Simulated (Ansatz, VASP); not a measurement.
This is a calculation of KBr for VASP 6.6.1.

File INCAR:

```
PREC = Accurate
ENCUT = 520
EDIFF = 1E-7
ISMEAR = -1
SIGMA = 0.05
LREAL = False
LASPH = True
NELM = 100
ALGO = Normal
ISIF = 2
LWAVE = False
LCHARG = True
GGA = PE
LELF = True
LVHAR = True
NBANDS = 15
```

File KPOINTS:

```
Automatic mesh
0
Gamma
  7 7 7
```

File POSCAR:

```
KBr
1.0
    4.1228034279      0.0000000000      0.0000000000
    0.0000000000      4.1228034279      0.0000000000
    0.0000000000      0.0000000000      4.1228034279
Br K
1 1
Direct
    0.5000000000      0.5000000000      0.5000000000
    0.0000000000      0.0000000000      0.0000000000
```

Potentials or basis: VASP PAW PBE potentials, release 64 (Br, K_sv).

Launch:

```console
$ cat potpaw_PBE.64/Br/POTCAR potpaw_PBE.64/K_sv/POTCAR > POTCAR
$ mpirun -np 1 vasp_std > vasp.out
```

Question: Translate it to Ansatz 0.2.0. Potentials there: all-electron LAPW, scalar-relativistic.

Answer: As run (the cutoff follows the program's own potentials):

input.yaml

```yaml
crystal:
  lattice:
    - [4.1228034279, 0.0, 0.0]
    - [0.0, 4.1228034279, 0.0]
    - [0.0, 0.0, 4.1228034279]
  atoms:
    - { symbol: Br, position: [0.5, 0.5, 0.5] }
    - { symbol: K, position: [0.0, 0.0, 0.0] }
kpoints:
  mp_grid: { grid: [7, 7, 7] }
scf:
  occupations: { method: fermi_dirac, width: 0.05 }
hamiltonian:
  xc: pbe
  pseudopotentials: { kind: all_electron, lapw: { basis_error: 0.0005 } }
output:
  forces: true
  stress: true
  eigenvalues: true
```

Potentials or basis: all-electron LAPW, scalar-relativistic.

Command:

```sh
$ ansatz run input.yaml --threads 1 --pin off --max-ram 2560MiB --backend cpu --events-out ev --progress --plain --runs-dir out
```

Both were run:

|  | VASP | Ansatz | Ansatz less VASP |
| --- | --- | --- | --- |
| gap on the k mesh at the Fermi level (eV) | 3.72 | 3.72 | 0.000 |
| least direct gap on the mesh (eV) | 3.94 | 3.94 | 0.000 |
| pressure (GPa) | -0.8 | -0.8 | -0.02 |

Ansatz ran all-electron here, so the differences hold the error of VASP's frozen core and of both bases.

Caveats: an odd mesh through Γ misses points on the zone boundary, where band edges often lie.
